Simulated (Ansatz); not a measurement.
**Is this WS₃ stable against decomposition?**

Method: DFT PBE, scalar-relativistic, plane waves, PAW in Ansatz 0.2.0. All cells share a 420 eV cutoff and Γ-centred k meshes spaced about 0.3 Å⁻¹ or finer (0.25 for metals, 2π included). No spin polarisation.

The zero of energy is the elements' standard structures at the same level; no fitted shifts are applied.

These are static total energies at zero pressure. Weakly bound directions are ill-defined at this level, which has no dispersion term (WS3 P6_3, WS2 P6_3/mmc). These runs have no spin–orbit coupling, which can matter for W. The reference form of S is held partly by dispersion forces, which this level lacks.

The competitors are the elements and 1 reference phase of this chemical system (from databases or known types: WS2), relaxed at the same level; other known phases may be missing.

The candidate was reached from: a relaxed cell, shaken at random and relaxed again.

```
W S
1.0
     9.86888    0.00000    0.00000
    -4.93444    8.54670    0.00000
     0.00000    0.00000    2.94643
W S
2 6
Direct
  0.33333 0.66667 0.21144
  0.66667 0.33333 0.71144
  0.54510 0.82178 0.76204
  0.27668 0.45490 0.76204
  0.17822 0.72332 0.76204
  0.45490 0.17822 0.26204
  0.72332 0.54510 0.26204
  0.82178 0.27668 0.26204
```

Question: Into what would it decompose?

Answer: Its formation energy is -0.372 eV/atom. The lowest competing mixture at this composition is this:

| phase | space group | source | share of atoms | ΔE_f (eV/atom) |
| --- | --- | --- | --- | --- |
| S | - | element | 0.2500 | -0.0011 |
| WS2 | P6_3/mmc (No. 194) | Materials Project | 0.7500 | -0.833 |

The lowest database cell of S (-0.0011) lies slightly below the reference, hence the non-zero entry.

The mixture lies at -0.625 eV/atom, and the candidate lies 0.25 eV/atom above it. The candidate matches no cell in the subsets of the Crystallography Open Database and the Materials Project at hand. A phase this far over the hull is unlikely to be made.
